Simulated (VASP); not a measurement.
A run of VASP 6.6.1 is set up as follows.

File INCAR:

```
SYSTEM = SnSe
ALGO = Normal
DIPOL = 0.5 0.5 0.500
EDIFF = 1E-6
EDIFFG = -0.01
ENCUT = 520
GGA = RP
IBRION = 2
IDIPOL = 3
ISIF = 2
ISMEAR = -1
IVDW = 12
LASPH = .True.
LCHARG = .False.
LDIPOL = .True.
LREAL = .False.
LWAVE = .False.
NELM = 80
NSW = 40
PREC = Accurate
SIGMA = 0.05
```

KPOINTS

```
k-points
0
Gamma
  5 5 1
  0 0 0
```

The input POSCAR:

```
SnSe
1.0
    4.3100000000      0.0000000000      0.0000000000
    0.0000000000      4.3180000000      0.0000000000
    0.0000000000      0.0000000000     23.8958000000
Sn Se
4 4
Selective dynamics
Direct
    0.5000000000      0.2500000000      0.3138626872  F F F
    0.0000000000      0.7500000000      0.4412197959  F F F
    0.0000000000      0.2500000000      0.5587802041  T T T
    0.5000000000      0.7500000000      0.6861373128  T T T
    0.0000000000      0.7500000000      0.3256187280  F F F
    0.5000000000      0.2500000000      0.4294637551  F F F
    0.5000000000      0.7500000000      0.5705362449  T T T
    0.0000000000      0.2500000000      0.6743812720  T T T
```

Potentials or basis: VASP PAW PBE potentials, release 64 (Sn_d, Se).

Command:

```console
$ cat potpaw_PBE.64/Sn_d/POTCAR potpaw_PBE.64/Se/POTCAR > POTCAR
$ mpirun -np 1 vasp_std > vasp.out
```

Question: Predict the dispersion energy per atom.

Answer: -1.537 eV.

Question: What does it give for the band gap on the k mesh?

Answer: 0.24 eV, direct.

Final structure:
```
Sn Se
1.0
     4.31000    0.00000    0.00000
     0.00000    4.31800    0.00000
     0.00000    0.00000   23.89580
Sn Se
4 4
Cartesian
  2.1550 1.0795 7.5000
  0.0000 3.2385 10.5433
  0.0000 1.0795 12.8071
  2.1550 3.2385 15.5137
  0.0000 3.2385 7.7809
  2.1550 1.0795 10.2624
  2.1550 3.2385 12.8936
  0.0000 1.0795 15.4567
```

Caveat: spin-orbit coupling is left out, which moves the levels of the heavy elements.
